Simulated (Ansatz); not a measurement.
## CoPtO2 and the effect of the functional

```
Pt Co O
1.0
     1.41227    0.81537    5.93939
    -1.41227    0.81537    5.93939
     0.00000   -1.63075    5.93939
Pt Co O
1 1 2
Direct
  0.00000 0.00000 0.00000
  0.50000 0.50000 0.50000
  0.11224 0.11224 0.11224
  0.88776 0.88776 0.88776
```

The cell is a database's computed one, not the measured one.

Kept alike: task equation of state; k mesh 11 × 11 × 11; occupations fermi-dirac, width 0.05 eV; collinear spin, ferromagnetic start. Program: Ansatz, Ansatz PAW, cutoff 420 eV. The mesh is that of the run's cell of 4 atoms. No spin-orbit coupling.

| run | volume (Å³/atom) | bulk modulus (GPa) |
| --- | --- | --- |
| A | 9.810 | 302.0 |
| B | 10.080 | 276.7 |
| C | 10.499 | 242.9 |

Volume and modulus come from cells scaled at fixed shape and fractions; off cubic symmetry such a modulus can lie above the relaxed one. The moments vanished: the runs ended non-magnetic. All rows use potentials made for PBE.

Q: The runs differ in the functional alone: LDA; PBE; PBEsol. Which run is which?

A: Run A is LDA; run B is PBEsol; run C is PBE. The volume runs from 9.810 (LDA) to 10.499 Å³/atom (PBE). From PBE: LDA -0.689; PBEsol -0.419. The bulk modulus runs from 242.9 (PBE) to 302.0 GPa (LDA). From PBE: LDA +59.1; PBEsol +33.8.
